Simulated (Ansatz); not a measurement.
# Generalised stacking fault on (111) (glide set) of a GaP-AlP solid solution (72 atoms): support functions against a reference

Wanted: errors and times of a linear-scaling basis for generalised stacking fault on (111) (glide set) of a GaP-AlP solid solution (72 atoms). A setting counts as converged where the r.m.s. difference of forces stays under 1 % of the r.m.s. force.

Main program and level: Ansatz 0.2.0; Kohn-Sham DFT, PBE, PAW (set soft_2), plane waves.

Report form: the programs' logs are mostly left out.

## (1) Starting point

The cell holds 72 atoms: 18 Al, 36 P and 18 Ga. Its edges and angles: a = 6.683 Å, b = 11.576 Å, c = 20.062 Å, α = 90.0°, β = 72.2°, γ = 90.0°. It derives from GaP and AlP. Zinc-blende GaP lattice (a = 5.4569 Å, the value set for the mixture), cell with z along [111], 1 x 3 x 2 periods; the third cell vector is tilted by 0.917 of 1/2[11-2] and lengthened by 0.2 Å, so the cell holds one fault (glide set); displaced by a Gaussian of 0.01 Å; 18 of 36 Ga sites given to Al at random (lattice constant by Vegard's rule between GaP and AlP).

Before any run, some limits are plain. The host structure and its lattice constant were typed by rule, without a check against the phase diagram.

## (2) Plane-wave single point

The first run fixes the reference, at a cutoff of 420 eV.

File input.yaml:

```yaml
crystal:
  lattice:
    - [6.68331, 0.0, 0.0]
    - [0.0, 11.57583, 0.0]
    - [6.12639, 0.0, 19.10326]
  atoms:
    - { symbol: Al, position: [0.48168, 0.16469, 0.0197] }
    - { symbol: P, position: [0.37145, 0.16679, 0.14378] }
    - { symbol: Ga, position: [0.66176, 0.16707, 0.18567] }
    - { symbol: P, position: [0.55235, 0.16841, 0.30947] }
    - { symbol: Ga, position: [0.98245, 0.00086, 0.0202] }
    - { symbol: P, position: [0.86293, 0.99994, 0.14529] }
    - { symbol: Al, position: [0.16432, 0.00026, 0.18533] }
    - { symbol: P, position: [0.04926, 0.99992, 0.30897] }
[... 60 atom lines left out ...]
    - { symbol: Ga, position: [0.39243, 0.50025, 0.84606] }
    - { symbol: P, position: [0.27578, 0.49922, 0.97104] }
    - { symbol: Al, position: [0.39571, 0.83486, 0.84413] }
    - { symbol: P, position: [0.27748, 0.83301, 0.96964] }
kpoints:
  mp_grid: { grid: [2, 1, 1] }
hamiltonian:
  xc: pbe
scf:
  occupations: { method: gaussian, width: 0.05 }
output:
  forces: true
  stress: true
  populations: intrinsic
  dos:
    method: { smearing: { sigma: 0.08 } }
    de: 0.1
    projected: { site_lists: { Al: [Al], Ga: [Ga], P: [P] } }
  eigenvalues: true
  write_density: true
  write_potential: true
  volumetric_format: npy
```

Started as:

```console
$ ansatz run input.yaml --threads 4 --pin off --max-ram 8192MiB --backend cpu --events-out ev --progress --plain --runs-dir out
```

It took 22 s on 4 threads of Intel Xeon 6975P-C (Granite Rapids), shared host; peak memory 4.5 GiB; 83 s of CPU time.

Read from the output:

```
free energy                                      : -104998.0035 eV
free energy per atom                             : -1458.3056 eV/atom
SCF cycles                                       : 9
pressure                                         : 4.216 GPa
r.m.s. force component                           : 1.871 eV/Å
longest force                                    : 8.814 eV/Å
Fermi energy                                     : 7.213 eV
gap (highest filled to lowest empty level) : 0.6671 eV
```

The r.m.s. force component of 1.9 eV/Å and the pressure of 4.2 GPa set the scale for the differences below.

## (3) Support functions medium

The cell is solved in localised support functions. The level medium gives here a grid of 30×54×90 points and a radius of 4.09 Å.

This step: Kohn-Sham DFT, PBE, PAW (set soft_2), localised support functions (medium) (Ansatz 0.2.0).

input.yaml, the sections that differ from step 2:

```yaml
scf:
  occupations: { method: gaussian, width: 0.05 }
  eigensolver: { kind: { support_functions: { accuracy: medium } } }
  mixing: { beta: 0.4 }
  max_iter: 150
output:
  forces: true
# crystal, kpoints, hamiltonian: as in step 2
```

Wall time 57 s (4 threads); peak memory 2.8 GiB.

The program notes that the band table was not solved further than the SCF left it and it switched symmetry off.

Keys that differ from the reference: support_functions.accuracy = "medium", scf.max_iter = 150 and scf.mixing.beta = 0.4.

Forces differ from the reference by 0.41 meV/Å r.m.s., 0.022 % of their size, well within a tolerance of 1 %; the energy by -0.87 meV/atom. It took 57 s and 12 cycles; the reference's time can't be set against it, since the two runs asked for unlike analyses. The two runs also began from different starting densities, which bears on cycles and time.

## (4) Support functions low

The level low is asked for. Here it resolves to the same grid and radius as in the run with support functions medium, so the basis is not new.

This step: Kohn-Sham DFT, PBE, PAW (set soft_2), localised support functions (low) (Ansatz 0.2.0).

input.yaml, the sections that differ from step 3:

```yaml
scf:
  occupations: { method: gaussian, width: 0.05 }
  eigensolver: { kind: { support_functions: { accuracy: low } } }
  mixing: { beta: 0.4 }
  max_iter: 150
# crystal, kpoints, hamiltonian, output: as in step 3
```

The job ended after 49 s (4 threads; peak memory 2.8 GiB; 3.1 min of CPU time).

Keys that differ from the reference: support_functions.accuracy = "low", scf.max_iter = 150 and scf.mixing.beta = 0.4.

Forces differ from the reference by 0.36 meV/Å r.m.s., 0.019 % of their size, well within a tolerance of 1 %; the energy by -0.87 meV/atom. It took 49 s and 11 cycles; the reference's time can't be set against it, since the two runs asked for unlike analyses. The two runs also began from different starting densities, which bears on cycles and time.

## (5) Support functions high

The cell is solved in localised support functions. The level high gives here a grid of 36×72×108 points and a radius of 4.89 Å.

This step: Kohn-Sham DFT, PBE, PAW (set soft_2), localised support functions (high) (Ansatz 0.2.0).

input.yaml, the sections that differ from step 4:

```yaml
scf:
  occupations: { method: gaussian, width: 0.05 }
  eigensolver: { kind: { support_functions: { accuracy: high } } }
  mixing: { beta: 0.4 }
  max_iter: 150
# crystal, kpoints, hamiltonian, output: as in step 4
```

It took 3.2 min on 4 threads; peak memory 5.1 GiB.

Keys that differ from the reference: support_functions.accuracy = "high", scf.max_iter = 150 and scf.mixing.beta = 0.4.

Forces differ from the reference by 0.17 meV/Å r.m.s., 0.0089 % of their size, well within a tolerance of 1 %; the energy by -0.86 meV/atom. It took 3.2 min and 18 cycles; the reference's time can't be set against it, since the two runs asked for unlike analyses. The two runs also began from different starting densities, which bears on cycles and time.

## (6) Support functions medium, radius 3.96 Å

The radius confines each support function; a larger one gives more freedom and more work per atom.

This step: Kohn-Sham DFT, PBE, PAW (set soft_2), localised support functions (medium) (Ansatz 0.2.0).

input.yaml, the sections that differ from step 5:

```yaml
scf:
  occupations: { method: gaussian, width: 0.05 }
  eigensolver: { kind: { support_functions: { accuracy: medium, radius: 3.96 } } }
  mixing: { beta: 0.4 }
  max_iter: 150
# crystal, kpoints, hamiltonian, output: as in step 5
```

It took 47 s on 4 threads; peak memory 2.7 GiB; 2.9 min of CPU time.

Keys that differ from the reference: support_functions.accuracy = "medium", support_functions.radius = 3.96, scf.max_iter = 150 and scf.mixing.beta = 0.4.

Forces differ from the reference by 0.48 meV/Å r.m.s., 0.026 % of their size, well within a tolerance of 1 %; the energy by -0.87 meV/atom. It took 47 s and 12 cycles; the reference's time can't be set against it, since the two runs asked for unlike analyses. The two runs also began from different starting densities, which bears on cycles and time.

## (7) Support functions medium, radius 4.29 Å

input.yaml, the sections that differ from step 6:

```yaml
scf:
  occupations: { method: gaussian, width: 0.05 }
  eigensolver: { kind: { support_functions: { accuracy: medium, radius: 4.29 } } }
  mixing: { beta: 0.4 }
  max_iter: 150
# crystal, kpoints, hamiltonian, output: as in step 6
```

Wall time 60 s (4 threads); peak memory 3 GiB; 3.8 min of CPU time.

Keys that differ from the reference: support_functions.accuracy = "medium", support_functions.radius = 4.29, scf.max_iter = 150 and scf.mixing.beta = 0.4.

Forces differ from the reference by 0.28 meV/Å r.m.s., 0.015 % of their size, well within a tolerance of 1 %; the energy by -0.87 meV/atom. It took 60 s and 12 cycles; the reference's time can't be set against it, since the two runs asked for unlike analyses. The two runs also began from different starting densities, which bears on cycles and time.

## (8) Support functions medium, radius 4.58 Å

input.yaml, the sections that differ from step 7:

```yaml
scf:
  occupations: { method: gaussian, width: 0.05 }
  eigensolver: { kind: { support_functions: { accuracy: medium, radius: 4.58 } } }
  mixing: { beta: 0.4 }
  max_iter: 150
# crystal, kpoints, hamiltonian, output: as in step 7
```

Run time: 74 s. Hardware: 4 threads; peak memory 3.3 GiB.

Keys that differ from the reference: support_functions.accuracy = "medium", support_functions.radius = 4.58, scf.max_iter = 150 and scf.mixing.beta = 0.4.

Forces differ from the reference by 0.28 meV/Å r.m.s., 0.015 % of their size, well within a tolerance of 1 %; the energy by -0.86 meV/atom. It took 74 s and 14 cycles; the reference's time can't be set against it, since the two runs asked for unlike analyses. The two runs also began from different starting densities, which bears on cycles and time.

## (9) Support functions medium, radius 4.9 Å

input.yaml, the sections that differ from step 8:

```yaml
scf:
  occupations: { method: gaussian, width: 0.05 }
  eigensolver: { kind: { support_functions: { accuracy: medium, radius: 4.9 } } }
  mixing: { beta: 0.4 }
  max_iter: 150
# crystal, kpoints, hamiltonian, output: as in step 8
```

Elapsed: 89 s, on 4 threads; peak memory 3.7 GiB; 5.7 min of CPU time.

Keys that differ from the reference: support_functions.accuracy = "medium", support_functions.radius = 4.9, scf.max_iter = 150 and scf.mixing.beta = 0.4.

Forces differ from the reference by 0.23 meV/Å r.m.s., 0.012 % of their size, well within a tolerance of 1 %; the energy by -0.86 meV/atom. It took 89 s and 13 cycles; the reference's time can't be set against it, since the two runs asked for unlike analyses. The two runs also began from different starting densities, which bears on cycles and time.

## (10) Support functions medium, radius 5.52 Å

input.yaml, the sections that differ from step 9:

```yaml
scf:
  occupations: { method: gaussian, width: 0.05 }
  eigensolver: { kind: { support_functions: { accuracy: medium, radius: 5.52 } } }
  mixing: { beta: 0.4 }
  max_iter: 150
# crystal, kpoints, hamiltonian, output: as in step 9
```

Wall time 2.2 min (4 threads); peak memory 4.7 GiB; 8.7 min of CPU time.

Keys that differ from the reference: support_functions.accuracy = "medium", support_functions.radius = 5.52, scf.max_iter = 150 and scf.mixing.beta = 0.4.

Forces differ from the reference by 0.21 meV/Å r.m.s., 0.011 % of their size, well within a tolerance of 1 %; the energy by -0.86 meV/atom. It took 2.2 min and 13 cycles; the reference's time can't be set against it, since the two runs asked for unlike analyses. The two runs also began from different starting densities, which bears on cycles and time.

## (11) Support functions medium, radius 6.13 Å

input.yaml, the sections that differ from step 10:

```yaml
scf:
  occupations: { method: gaussian, width: 0.05 }
  eigensolver: { kind: { support_functions: { accuracy: medium, radius: 6.13 } } }
  mixing: { beta: 0.4 }
  max_iter: 150
# crystal, kpoints, hamiltonian, output: as in step 10
```

The job ended after 3.4 min (4 threads; peak memory 5.7 GiB).

Keys that differ from the reference: support_functions.accuracy = "medium", support_functions.radius = 6.13, scf.max_iter = 150 and scf.mixing.beta = 0.4.

Forces differ from the reference by 0.20 meV/Å r.m.s., 0.011 % of their size, well within a tolerance of 1 %; the energy by -0.86 meV/atom. It took 3.4 min and 13 cycles; the reference's time can't be set against it, since the two runs asked for unlike analyses. The two runs also began from different starting densities, which bears on cycles and time.

## (12) Support functions medium, radius 3.47 Å

input.yaml, the sections that differ from step 11:

```yaml
scf:
  occupations: { method: gaussian, width: 0.05 }
  eigensolver: { kind: { support_functions: { accuracy: medium, radius: 3.47 } } }
  mixing: { beta: 0.4 }
  max_iter: 150
output:
  forces: true
  eigenvalues: true
# crystal, kpoints, hamiltonian: as in step 11
```

Wall time 1.1 s (4 threads); peak memory 0.34 GiB.

The program refuses radii under 3.89 Å for these atoms at this level.

## (13) Another setting: basis.xc_grid = 2 and hamiltonian.xc = "lda"

LDA has no gradient correction and tends to overbind. Changed here: basis.xc_grid = 2 and hamiltonian.xc = "lda".

This step: Kohn-Sham DFT, LDA, PAW (set soft_2), plane waves (Ansatz 0.2.0).

input.yaml, the sections that differ from step 12:

```yaml
hamiltonian:
  xc: lda
scf:
  occupations: { method: gaussian, width: 0.05 }
output:
  forces: true
  stress: true
  populations: true
  dos:
    method: { smearing: { sigma: 0.1 } }
    de: 0.1
    projected: { site_lists: { Al: [Al], Ga: [Ga], P: [P] } }
  eigenvalues: true
basis:
  xc_grid: 2
# crystal, kpoints: as in step 12
```

Wall time 19 s (4 threads); peak memory 4.5 GiB; 71 s of CPU time.

Forces differ from the reference by 102 meV/Å r.m.s., 5.4 % of their size; the pressure by -4.4 GPa and the gap by -0.15 eV.

## (14) The ladder side by side

Each row is set against the plane-wave reference (Kohn-Sham DFT, PBE, PAW (set soft_2), plane waves; r.m.s. force component 1.87 eV/Å). Energies are set beside the reference only for runs with its functional, potentials and electron count. Times are for 4 threads of Intel Xeon 6975P-C (Granite Rapids), shared host. The reference's time includes the DOS, the stress and grids, which some other runs skip.

```csv
run,"Δ force, r.m.s. (meV/Å)",share of r.m.s. force (%),Δ energy (meV/atom),Δ pressure (GPa),Δ gap (eV),cycles,time,host memory (GiB)
reference,-,-,-,-,-,9,22 s,4.5
support functions medium,0.407,0.0218,-0.874,-,8.0e-4,12,57 s,2.8
support functions low,0.361,0.0193,-0.875,-,8.0e-4,11,49 s,2.8
support functions high,0.167,0.0089,-0.865,-,0,18,3.2 min,5.1
"support functions medium, radius 3.96 Å",0.484,0.0259,-0.872,-,0.0017,12,47 s,2.7
"support functions medium, radius 4.29 Å",0.279,0.0149,-0.87,-,2.0e-4,12,60 s,3.0
"support functions medium, radius 4.58 Å",0.279,0.0149,-0.865,-,-4.0e-4,14,74 s,3.3
"support functions medium, radius 4.9 Å",0.232,0.0124,-0.862,-,-3.0e-4,13,89 s,3.7
"support functions medium, radius 5.52 Å",0.213,0.0114,-0.861,-,-3.0e-4,13,2.2 min,4.7
"support functions medium, radius 6.13 Å",0.205,0.011,-0.861,-,-3.0e-4,13,3.4 min,5.7
basis.xc_grid = 2 and hamiltonian.xc = "lda",102,5.43,-,-4.36,-0.154,9,19 s,4.5
```

[end of part 1 of 2]

[Logs are printed without paths, hosts, clocks, repeated set-up lines and the standing remarks that a program may print on its own settings, such as how far it seeks lower states.]

[Hosts, paths, dates, database ids (printed as entryN), source tags and the programs' standing remarks are cut or masked in the printed files.]
